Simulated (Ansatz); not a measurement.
# CaF2: the cost of one run

Program: Ansatz 0.2.0. Level of theory: DFT PBE, scalar-relativistic, plane waves, PAW. These are calculated values, not measurements.

2 further runs of the same task are left out: 1 that didn't finish, 1 set aside as unsound or not needed.

## (1) The system as given

Symmetry: Fm-3m, No. 225, cubic system. The conventional cell has a = 5.463 Å, b = 5.463 Å, c = 5.463 Å, α = 90.00°, β = 90.00°, γ = 90.00°. Ca (site symmetry m-3m) is surrounded by 8 F at 2.37 Å. F (site symmetry -43m) has 4 Ca at 2.37 Å as nearest neighbours.

Coordinates:

```
Ca F
1.0
     0.00000    2.73125    2.73125
     2.73125    0.00000    2.73125
     2.73125    2.73125    0.00000
Ca F
1 2
Direct
  0.00000 0.00000 0.00000
  0.25000 0.25000 0.25000
  0.75000 0.75000 0.75000
```

The structure comes from the Crystallography Open Database.

## (2) A change within the space group

The change: strain xx, yy, zz, yz, xz, xy = +1.5, +1.5, +1.5, +0.0, +0.0, +0.0 %.

input.yaml reads:

```yaml
crystal:
  lattice:
    - [0.0, 2.7716451875, 2.7716451875]
    - [2.7716451875, 0.0, 2.7716451875]
    - [2.7716451875, 2.7716451875, 0.0]
  atoms:
    - { symbol: Ca, position: [0.0, 0.0, 0.0] }
    - { symbol: F, position: [0.25, 0.25, 0.25] }
    - { symbol: F, position: [0.75, 0.75, 0.75] }
basis:
  ecutwfc: 420
kpoints:
  mp_grid: { grid: [8, 8, 8] }
hamiltonian:
  xc: pbe
scf:
  occupations: { method: gaussian, width: 0.02 }
output:
  forces: true
  stress: true
  eigenvalues: true
  write_density: true
  write_potential: true
  elf: true
  volumetric_format: npy
```

Run with:

```console
> ansatz run input.yaml --threads 1 --pin off --max-ram 1331MiB --backend cpu --events-out ev --progress --plain --runs-dir out
```

**Question.** How long does this run take on 1 thread of an Arm CPU, shared host, and how much memory does it need?

About 1.8 s, with a peak of 0.28 GiB.
